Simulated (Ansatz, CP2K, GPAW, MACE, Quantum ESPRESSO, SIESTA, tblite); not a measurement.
# What went wrong? CP2K on generalised stacking fault on (110) of a LiCl-LiBr solid solution (56 atoms)

Program: CP2K 2026.2, a calculation on a cell of 28 Li, 10 Br and 18 Cl, 18.4 Å³ an atom.

input.inp

```
&GLOBAL
  PROJECT cell
  RUN_TYPE ENERGY_FORCE
  PRINT_LEVEL LOW
&END GLOBAL
&FORCE_EVAL
  METHOD QS
  STRESS_TENSOR ANALYTICAL
  &DFT
    BASIS_SET_FILE_NAME BASIS_MOLOPT_UZH
    POTENTIAL_FILE_NAME POTENTIAL_UZH
    &MGRID
      CUTOFF 800
      REL_CUTOFF 50
      NGRIDS 5
    &END MGRID
    &QS
      EPS_DEFAULT 1.0E-12
    &END QS
    &SCF
      SCF_GUESS ATOMIC
      EPS_SCF 1.0E-06
      MAX_SCF 25
      ADDED_MOS 28
      &DIAGONALIZATION
        ALGORITHM STANDARD
      &END DIAGONALIZATION
      &SMEAR ON
        METHOD FERMI_DIRAC
        ELECTRONIC_TEMPERATURE [K] 580
      &END SMEAR
      &MIXING
        METHOD BROYDEN_MIXING
        ALPHA 0.15
        NBROYDEN 8
      &END MIXING
      &PRINT
        &RESTART OFF
        &END RESTART
      &END PRINT
    &END SCF
    &XC
      &XC_FUNCTIONAL PBE
      &END XC_FUNCTIONAL
    &END XC
    &PRINT
      &MULLIKEN ON
      &END MULLIKEN
      &HIRSHFELD ON
        SHAPE_FUNCTION DENSITY
      &END HIRSHFELD
      &MO ON
        EIGENVALUES T
        OCCUPATION_NUMBERS T
        MO_INDEX_RANGE 129 152
        &EACH
          QS_SCF 0
        &END EACH
        ADD_LAST NUMERIC
      &END MO
    &END PRINT
  &END DFT
  &SUBSYS
    &CELL
      A 7.44767 0.00000 0.00000
      B 0.00000 5.26630 0.00000
      C 2.17226 0.00000 26.26686
    &END CELL
    &COORD
      Li 14.19702 0.04150 49.28605
      Br 10.52694 0.00876 3.54454
      Li 14.03505 9.93441 7.06972
      Cl 10.60440 0.01184 10.55321
      Li 14.10626 0.00030 14.05209
      Cl 10.47108 9.92167 17.63733
      Li 14.04432 0.02209 21.09402
      Cl 10.57044 0.00876 24.64700
      Li 14.13989 0.00100 28.08681
      Cl 10.61436 0.02836 31.59908
[... 42 atom lines left out ...]
      Li 10.51852 4.93874 38.71944
      Br 7.01961 4.96999 42.15527
      Li 10.52912 4.91267 45.67351
      Br 6.99312 5.01537 49.26669
    &END COORD
    &KIND Li
      BASIS_SET DZVP-MOLOPT-PBE-GTH-q3
      POTENTIAL GTH-PBE-q3
    &END KIND
    &KIND Br
      BASIS_SET DZVP-MOLOPT-PBE-GTH-q7
      POTENTIAL GTH-PBE-q7
    &END KIND
    &KIND Cl
      BASIS_SET DZVP-MOLOPT-PBE-GTH-q7
      POTENTIAL GTH-PBE-q7
    &END KIND
  &END SUBSYS
  &PRINT
    &FORCES ON
    &END FORCES
    &STRESS_TENSOR ON
    &END STRESS_TENSOR
  &END PRINT
&END FORCE_EVAL
```

Launch:

```console
> OMP_NUM_THREADS=1 mpirun -np 4 cp2k.psmp -i input.inp > output.txt
```

Numbers of over 12 decimals in the logs are rounded to 6 here.

The program printed:

```text
CP2K| version string:                                       CP2K version 2026.2
 CP2K| Input file name                                                 input.inp
 GLOBAL| Basis set file name                                    BASIS_MOLOPT_UZH
 GLOBAL| Potential file name                                       POTENTIAL_UZH
 GLOBAL| Run type                                                   ENERGY_FORCE
 GLOBAL| Total number of message passing processes                             4
 GLOBAL| Number of threads for this process                                    1
 TOTAL NUMBERS AND MAXIMUM NUMBERS
  Total number of            - Atomic kinds:                                   3
                             - Atoms:                                         56
                             - Shell sets:                                    56
                             - Shells:                                       252
                             - Primitive Cartesian functions:                252
                             - Cartesian basis functions:                    560
[... lines left out ...]
                        Smear method:                                FERMI_DIRAC
[... lines left out ...]
                        Electronic temperature [a.u.]:                  1.84E-03
                        Accuracy threshold:                             1.00E-10
 Extrapolation method: initial_guess
 Number of electrons:                                                        280
 Number of occupied orbitals:                                                140
 Number of molecular orbitals:                                               168
 Number of orbital functions:                                                532
 Number of independent orbital functions:                                    532
 SCF WAVEFUNCTION OPTIMIZATION
  Step     Update method      Time    Convergence         Total energy    Change
     1 NoMix/Diag. 0.15E+00    2.4   445.64742859       598.6394420324  5.99E+02
     2 Broy./Diag. 0.15E+00    3.9    74.03045868       873.0167366841  2.74E+02
     3 Broy./Diag. 0.15E+00    3.9   110.08739231       732.2806166732 -1.41E+02
     4 Broy./Diag. 0.15E+00    3.8    41.94313229       610.4788795331 -1.22E+02
[...]
24 Broy./Diag. 0.15E+00    3.9     0.04695373       574.6211173729 -2.31E-03
    25 Broy./Diag. 0.15E+00    4.0     0.03536381       574.6242337180  3.12E-03
  Leaving inner SCF loop after reaching    25 steps.
  Electronic density on regular grids:       -279.9999999963        0.0000000037
  Core density on regular grids:              279.9999999996       -0.0000000004
  Total charge density on r-space grids:        0.0000000033
  Total charge density g-space grids:           0.0000000033
  Overlap energy of the core charge distribution:             629.090067
  Self energy of the core charge distribution:              -1060.672308
  Core Hamiltonian energy:                                    644.144423
  Hartree energy:                                             555.644000
  Exchange-correlation energy:                               -193.571100
  Electronic entropic energy:                                  -0.010855
  Fermi energy:                                                -0.00404253
  Total energy:                                               574.624234
  Total energy (extrapolated to T->0):                        574.629661
 *   ___                                                                       *
 *  /   \                                                                      *
 * [ABORT]                                                                     *
 *  \___/     SCF run NOT converged. To continue the calculation regardless,   *
 *    |             please set the keyword IGNORE_CONVERGENCE_FAILURE.         *
 *  O/|                                                                        *
 * /| |                                                                        *
```

Run time: 1.7 min. Hardware: 4 MPI ranks of Arm Neoverse V1, shared host; peak memory 4.4 GiB.

Banners, paths, timers and routine set-up lines are dropped from the logs unmarked, and long logs keep their key lines alone; longer cuts are marked.

Q: Name the fault.

Coordinates in bohr read as angstrom: coordinates scaled by 1.8897. Mend: give the lengths in ångström, or name the unit.

The run ended unconverged.

[Also dropped from logs without a mark: logging warnings of Python, and SIESTA's first energy breakdown and zero terms.]

[Logs are printed without paths, hosts, clocks, repeated set-up lines and the standing remarks that a program may print on its own settings, such as how far it seeks lower states.]

[Hosts, paths, dates, database ids (printed as entryN), source tags and the programs' standing remarks are cut or masked in the printed files.]
